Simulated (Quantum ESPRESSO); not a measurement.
## Cu2O (Cuprite): band structure with PBE

**What was measured.**

From “Importance of surface oxygen vacancies for ultrafast hot carrier relaxation and transport in Cu2O”, 2021, arxiv:2103.03167, for a bulk crystal of Cu2O: band gap 2.17 eV (direct).

The system is Cu2O (Cuprite).

```
CELL_PARAMETERS angstrom
4.26000 0.00000 0.00000
0.00000 4.26000 0.00000
0.00000 0.00000 4.26000
ATOMIC_POSITIONS crystal
Cu 0.75000 0.25000 0.75000
Cu 0.75000 0.75000 0.25000
Cu 0.25000 0.75000 0.75000
Cu 0.25000 0.25000 0.25000
O 0.50000 0.50000 0.50000
O 0.00000 0.00000 0.00000
```

```yaml
Program: Quantum ESPRESSO 7.5
Task: band structure
Functional: PBE
Potentials_or_basis: SG15 PBE 1.2
Cutoff: 952 eV
Density_cutoff: 3810 eV
k_mesh: 6 × 6 × 6
Occupations: fermi-dirac, width 0.05 eV
Spin: no spin polarisation
Mixing_beta: 0.5
Most_SCF_iterations: 120
SCF_threshold: 1.2e-09 Ry
```

```yaml
Band_gap_on_the_k_mesh: 0.48 eV, direct
Band_gap_along_the_path: 0.48 eV, direct
```

Levels at the corners of the path, in eV from the valence-band top:
```csv
point,band 40,band 41,band 42,band 43,band 44,band 45,band 46,band 47,band 48,band 49
Γ,-1.48,-1.48,0.00,0.00,0.00,0.48,1.31,1.31,7.99,7.99
X,-1.61,-1.18,-1.18,-0.41,-0.41,2.25,2.25,4.30,4.30,7.48
M,-1.45,-1.19,-1.19,-0.66,-0.66,1.96,1.96,3.86,3.86,6.88
Γ,-1.48,-1.48,0.00,0.00,0.00,0.48,1.31,1.31,7.99,7.99
R,-1.53,-1.06,-0.54,-0.54,-0.54,2.51,2.51,2.51,4.91,4.91
X,-1.61,-1.18,-1.18,-0.41,-0.41,2.25,2.25,4.30,4.30,7.48
M,-1.45,-1.19,-1.19,-0.66,-0.66,1.96,1.96,3.86,3.86,6.88
R,-1.53,-1.06,-0.54,-0.54,-0.54,2.51,2.51,2.51,4.91,4.91
```

Run time: 4 min on 2 MPI ranks on Arm Neoverse V1 (shared host), peak memory 0.42 GiB a rank.

Against the measured gap of Cu2O, 2.17 eV (direct; quoted in “Importance of surface oxygen vacancies for ultrafast hot carrier relaxation and transport in Cu2O”, 2021, arxiv:2103.03167), the calculated 0.48 eV is off by -1.69 eV. So large a miss can be the level of theory's own, or it may mean another phase, state or a wrong row. The value is that of PBE, without temperature or zero-point motion. Semilocal functionals fall short of measured gaps as a rule.
